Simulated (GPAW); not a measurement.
MgSi:

```
CELL_PARAMETERS angstrom
2.90839 0.00000 0.00000
0.00000 2.90839 0.00000
0.00000 0.00000 4.10343
ATOMIC_POSITIONS crystal
Si 0.50000 0.50000 0.50000
Mg 0.00000 0.00000 0.00000
```

The cell comes from a database or a generator and needn't be the stable form of this composition.

| Quantity | Value |
| --- | --- |
| Program | GPAW 26.7.0 |
| Task | relaxation of cell and atoms |
| Functional | BLYP |
| Dispersion | D4 |
| Potentials or basis | PAW data sets generated in the run's folder for this functional |
| Cutoff | 800 eV |
| Basis | pw |
| k mesh | 9 × 9 × 7 |
| Occupations | fermi-dirac, width 0.05 eV |
| Spin | no spin polarisation |

At the start: pressure -0.9 GPa; volume 17.35 Å³/atom.

Problem. How do energy, volume and symmetry change on relaxing?

Solution. Over 8 steps the energy falls by 27.6 meV/atom and the volume is 17.34 Å³/atom (-0.1 %); space group P4/mmm (No. 123, to 0.05 Å).

The path:
```tsv
step	energy change (eV)	largest force (eV/Å)	pressure (GPa)	volume (Å³)
1	0.0000	0.0000	-0.86	34.71
2	-0.0082	0.0000	-0.72	34.64
3	-0.0505	0.0000	0.99	34.04
4	-0.0523	0.0000	1.32	33.98
5	-0.0533	0.0000	1.03	34.10
6	-0.0545	0.0000	0.52	34.36
7	-0.0552	0.0000	0.07	34.62
8	-0.0552	0.0000	-0.02	34.69
```

Final structure:
```
Si Mg
1.0
     2.99220    0.00000    0.00000
     0.00000    2.99220    0.00000
     0.00000    0.00000    3.87442
Si Mg
1 1
Cartesian
  1.4961 1.4961 1.9372
  0.0000 0.0000 0.0000
```

Caveat: later steps reuse the first step's grids; pairwise dispersion overbinds metals, which lowers pressure and volume.
